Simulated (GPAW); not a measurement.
Runs of GPAW 26.7.0 on TiSe. Symmetry: P6_3/mmc, No. 194, hexagonal system. The conventional cell has a = 3.559 Å, b = 3.559 Å, c = 6.220 Å, α = 90.00°, β = 90.00°, γ = 120.00°. Se (site symmetry -6m2) has 6 Ti at 2.58 Å as nearest neighbours. Around Ti (site symmetry -3m) lie 6 Se at 2.58 Å. 

```tsv
level	gap on the mesh (eV)	pressure (GPa)	relaxed volume (Å³/atom)
PBEsol+D3	none	-0.1	(a)
PBEsol	none	0.1	16.50
PBEsol+D3(BJ)+ATM	none	0.0	15.95
PBEsol+D3(BJ)	none	0.0	(b)
PBEsol+D4	none	0.1	16.24
```

Alike in all rows: task relaxation of cell and atoms; potentials or basis PAW data sets generated in the run's folder for this functional, pw; no spin polarisation; cell relaxed; k mesh 6 × 6 × 3; cutoff (eV) 600; smearing fermi-dirac 0.05 eV.

**Question.** Fill in the values left out.

**Answer.** (a) 16.18; (b) 15.83.

Caveats: later steps reuse the first step's grids; pairwise dispersion overbinds metals, which lowers pressure and volume (some runs).

A k mesh can miss the band edges, and the runs leave out spin-orbit coupling on Se.

A gap of «none» marks a metal or a gap under the smearing width.

Runs at the PBE level aren't shown here.
